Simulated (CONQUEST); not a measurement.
Here is a CONQUEST 1.3 calculation.

Contents of Conquest_input:

```
IO.Title Al
IO.Coordinates coords.dat
IO.FractionalAtomicCoords T
IO.Iprint 2
IO.Iprint_init 1
General.NumberOfSpecies 1
General.PseudopotentialType hamann
AtomMove.TypeOfRun static
AtomMove.FullStress T
Grid.GridCutoff 120
DM.SolutionMethod diagon
Diag.MPMesh T
Diag.GammaCentred T
Diag.MPMeshX 9
Diag.MPMeshY 9
Diag.MPMeshZ 7
Diag.kT 0.00183747
minE.SCTolerance 1e-6
Basis.MultisiteSF T
Multisite.LFD T
Multisite.Smear T
SC.MaxIters 100
IO.AtomChargeOutput T
%block ChemicalSpeciesLabel
1 26.980 Al
%endblock
%block Al
Atom.NumberOfSupports 4
Atom.MultisiteRange 5
Atom.LFDRange 5
%endblock
```

Contents of coords.dat:

```
    5.4112434039     0.0000000000     0.0000000000
    0.0000000000     5.4112434039     0.0000000000
    0.0000000000     0.0000000000     7.6526538115
2
  0.0184390000   0.0156570000  -0.0114070000 1 T T T
  0.4933900000   0.5192520000   0.5029180000 1 T T T
```

Potentials or basis: PseudoDojo NC PBE, DZP, multi-site functions of range 5 bohr, grid cutoff 120 Ha.

The run is started by

```console
$ Conquest
```

Predict the band gap on the k mesh.

none (metal or under the smearing width).

Predict the largest force.

0.651 eV/Å.

Predict the pressure.

-6.8 GPa.

Forces on the atoms (eV/Å):
```
Al  -0.348  0.050  0.543
Al   0.346 -0.051 -0.549
```

Caveat: multi-site functions contract the basis, which raises the energy a little and makes forces and stress less exact; the basis of atomic orbitals isn't converged, which shifts pressures, moduli and gaps.
